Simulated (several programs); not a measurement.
# PbSe (I4/mmm) from semi-empirical methods to plane-wave DFT

PbSe (I4/mmm) from a database of computed structures, relaxed with r2SCAN+rVV10 in Ansatz, was computed with several methods. Space group I4/mmm (No. 139), tetragonal; a = 4.347 Å, c = 13.077 Å in the conventional setting, 30.89 Å³ an atom. Around Pb lie 5 Se at 2.79–3.07 Å; around Se lie 5 Pb at 2.79–3.07 Å. Calculated for a static, non-magnetic cell.

```cif
data_structure
_symmetry_space_group_name_H-M 'P 1'
_symmetry_Int_Tables_number 1
_cell_length_a 7.2251
_cell_length_b 4.3468
_cell_length_c 7.2251
_cell_angle_alpha 72.493
_cell_angle_beta 35.013
_cell_angle_gamma 72.493
_cell_volume 123.55
loop_
_atom_site_label
_atom_site_type_symbol
_atom_site_fract_x
_atom_site_fract_y
_atom_site_fract_z
_atom_site_occupancy
Pb1 Pb 0.13240 0.85060 0.14940 1
Pb2 Pb 0.85060 0.13240 0.86760 1
Se1 Se 0.63734 0.34566 0.65434 1
Se2 Se 0.34566 0.63734 0.36266 1
```

Gaps and times are for a single point on this cell; volume and bulk modulus come from each method's own relaxation or energy curve at fixed shape, which is too stiff where a cell has free coordinates or axes. Times are rough, from shared hosts (Arm Neoverse N1; Arm Neoverse V1; Intel Xeon Platinum 8259CL CPU @ 2.50GHz), and each method has its own mesh and cell size. A double dagger marks a value from a curve with shape and coordinates held. PM6 (MOPAC), PM7 (MOPAC), GFN1-xTB (tblite), GFN2-xTB (tblite) treat a cluster of cells at its zone centre, which samples few k points: where these miss a band edge, the gap comes out too large for that reason alone. Gaps from k meshes are read at a limited set of points (mesh, symmetry points, PBE's band edges), so each method's own least gap may be somewhat smaller. xTB and the PM methods were fitted mostly to molecules, and can miss a solid's gap by electronvolts. Minimal bases can be far off for gaps. Times of the plane-wave ladder aren't listed, since it ran on unlike processors and cards. Curves at held shape can't give the bulk modulus of a layered or molecular crystal, so none is listed. GLLB-SC's gap includes the derivative discontinuity. G0W0 is at finite bands, cutoff and mesh. d marks a direct gap, i an indirect one (no mark: not told apart), a dash a value that wasn't computed or didn't pass its checks.

```json
{"method": "PBE-D3(BJ)", "kind": "semilocal", "gap (eV)": "–", "own volume (Å³/atom)": "30.51", "bulk modulus (GPa)": "–", "atoms computed": "4", "processor time": "–"}
{"method": "r2SCAN+rVV10", "kind": "semilocal", "gap (eV)": "–", "own volume (Å³/atom)": "30.89", "bulk modulus (GPa)": "–", "atoms computed": "4", "processor time": "–"}
{"method": "PBE-D4", "kind": "semilocal", "gap (eV)": "–", "own volume (Å³/atom)": "30.51", "bulk modulus (GPa)": "–", "atoms computed": "4", "processor time": "–"}
{"method": "GFN1-xTB (DFTB+)", "kind": "tight binding", "gap (eV)": "1.33 i", "own volume (Å³/atom)": "–", "bulk modulus (GPa)": "–", "atoms computed": "4", "processor time": "1.3 s"}
{"method": "GFN1-xTB (tblite)", "kind": "tight binding", "gap (eV)": "0.95", "own volume (Å³/atom)": "–", "bulk modulus (GPa)": "–", "atoms computed": "cluster", "processor time": "1.5 s"}
{"method": "light PBE (260 eV and a coarse mesh)", "kind": "light plane-wave", "gap (eV)": "0.52 i", "own volume (Å³/atom)": "–", "bulk modulus (GPa)": "–", "atoms computed": "4", "processor time": "2.1 s"}
{"method": "PM7 (MOPAC)", "kind": "semi-empirical", "gap (eV)": "4.69", "own volume (Å³/atom)": "–", "bulk modulus (GPa)": "–", "atoms computed": "cluster", "processor time": "2.1 s"}
{"method": "PM6 (MOPAC)", "kind": "semi-empirical", "gap (eV)": "3.69", "own volume (Å³/atom)": "–", "bulk modulus (GPa)": "–", "atoms computed": "cluster", "processor time": "2.7 s"}
{"method": "GFN2-xTB (tblite)", "kind": "tight binding", "gap (eV)": "1.27", "own volume (Å³/atom)": "–", "bulk modulus (GPa)": "–", "atoms computed": "cluster", "processor time": "2.8 s"}
{"method": "PBE", "kind": "semilocal", "gap (eV)": "0.57 i", "own volume (Å³/atom)": "–", "bulk modulus (GPa)": "–", "atoms computed": "4", "processor time": "–"}
{"method": "LDA", "kind": "semilocal", "gap (eV)": "0.45 i", "own volume (Å³/atom)": "–", "bulk modulus (GPa)": "–", "atoms computed": "4", "processor time": "–"}
{"method": "PBE/SZV (CP2K)", "kind": "small basis", "gap (eV)": "0.55 i", "own volume (Å³/atom)": "33.50‡", "bulk modulus (GPa)": "–", "atoms computed": "4", "processor time": "26 s"}
{"method": "r2SCAN", "kind": "semilocal", "gap (eV)": "0.75 i", "own volume (Å³/atom)": "–", "bulk modulus (GPa)": "–", "atoms computed": "4", "processor time": "–"}
{"method": "PBE/DZVP (CP2K)", "kind": "small basis", "gap (eV)": "0.53 i", "own volume (Å³/atom)": "32.18‡", "bulk modulus (GPa)": "–", "atoms computed": "4", "processor time": "44 s"}
{"method": "GLLB-SC (GPAW)", "kind": "model potential", "gap (eV)": "1.33", "own volume (Å³/atom)": "–", "bulk modulus (GPa)": "–", "atoms computed": "4", "processor time": "2.8 min"}
{"method": "PBE+SOC", "kind": "semilocal", "gap (eV)": "0.45 i", "own volume (Å³/atom)": "–", "bulk modulus (GPa)": "–", "atoms computed": "4", "processor time": "–"}
{"method": "PBE0", "kind": "hybrid", "gap (eV)": "1.56 i", "own volume (Å³/atom)": "–", "bulk modulus (GPa)": "–", "atoms computed": "4", "processor time": "–"}
{"method": "HSE06", "kind": "hybrid", "gap (eV)": "1.00 i", "own volume (Å³/atom)": "–", "bulk modulus (GPa)": "–", "atoms computed": "4", "processor time": "–"}
{"method": "G0W0@r2SCAN (80 eV screening cutoff)", "kind": "many-body", "gap (eV)": "0.84", "own volume (Å³/atom)": "–", "bulk modulus (GPa)": "–", "atoms computed": "4", "processor time": "–"}
```

Against HSE06 (1.00 eV) and with closed or daggered gaps left aside, the nearest gap at the points sampled is that of GFN1-xTB (tblite) (-0.05 eV) and the farthest that of PM7 (MOPAC) (+3.69 eV). HSE06 is only a yardstick of convenience, and nearness to it can be luck.

Runs without a result: PBE/single zeta (GPAW) (single point).

Only the rows marked +SOC include spin-orbit coupling.
